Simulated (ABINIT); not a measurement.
W, 1 atom in the cell. The structure is cubic, space group Im-3m (No. 229). The conventional cell has a = 3.165 Å, b = 3.165 Å, c = 3.165 Å, α = 90.00°, β = 90.00°, γ = 90.00°. W (site symmetry m-3m) is surrounded by 8 W at 2.74 Å. 

| Property | Result |
| --- | --- |
| Program | ABINIT 10.8.3 (patched build) |
| Task | equation of state |
| Functional | PBE |
| Potentials or basis | PseudoDojo NC SR PBE v0.5 stringent |
| Cutoff | 1007 eV |
| k mesh | 12 × 12 × 12 |
| Occupations | fermi-dirac, width 0.05 eV |
| Spin | no spin polarisation |

Potentials or basis: PseudoDojo NC SR PBE v0.5 stringent.

Command:

```sh
$ abinit run.abi > log 2>&1
```

Hardware: 1 thread of Arm Neoverse V1, on a shared host.

**Question.** How long does it take, and how much memory?

**Answer.** Wall time 2.2 min on 1 thread of Arm Neoverse V1 (shared host), peak memory 0.1 GiB. Counts: scf iterations 42, mpi ranks 1, k points 72, bands 11, plane waves 1101.
